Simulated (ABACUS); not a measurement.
Co under changes of volume

One of the cells (10.640 Å³/atom); the others are scaled copies at fixed shape and fractional positions:

```xyz
2
Lattice="2.4720 0.0000 0.0000 -1.2360 2.1408 0.0000 0.0000 0.0000 4.0211" Properties=species:S:1:pos:R:3 pbc="T T T"
Co    1.2360    0.7136    3.0159
Co    0.0000    1.4272    1.0053
```

```yaml
Program: ABACUS 3.10.1
Functional: PBE
Potentials_or_basis: PseudoDojo NC SR 0.4.1 PBE standard
Cutoff: 1320 eV
Density_cutoff: 5279 eV
Basis: plane waves
k_mesh: 12 × 12 × 7
Occupations: fermi-dirac, width 0.05 eV
Spin: collinear spin, ferromagnetic start
Starting_moments: "[2.0, 2.0] μB"
```

```tsv
volume (Å³/atom)	energy over the lowest point (meV/atom)	pressure (GPa)	moment (μB per cell)
10.002	56.01	21.4	3.10
10.215	31.46	15.5	3.16
10.427	14.37	10.1	3.21
10.640	4.12	5.3	3.25
10.853	0.00	0.9	3.29
11.066	?	?	?
11.279	7.86	-6.7	3.34
```

Q: What does the run at 11.066 Å³/atom give?

A: Energy over the lowest point 1.40 meV/atom; pressure -3.1 GPa; moment 3.32 μB per cell.

Worked out: A Birch-Murnaghan fit of order 3 (a polynomial in V^(-2/3)) to the other rows has its minimum at 10.90 Å³/atom with B0 = V·E''(V) = 209 GPa and B' = 4.1 at fixed shape and positions, which overstates the stiffness. It gives 1.41 meV/atom at 11.066 Å³/atom, against the run's 1.40, and -dE/dV = -3.0 GPa, against -3.1. A parabola through the other rows of the moment, of slope 0.12 μB per Å³/atom there, gives 3.32 μB, against the run's 3.32.

Energies are extrapolated to zero smearing.
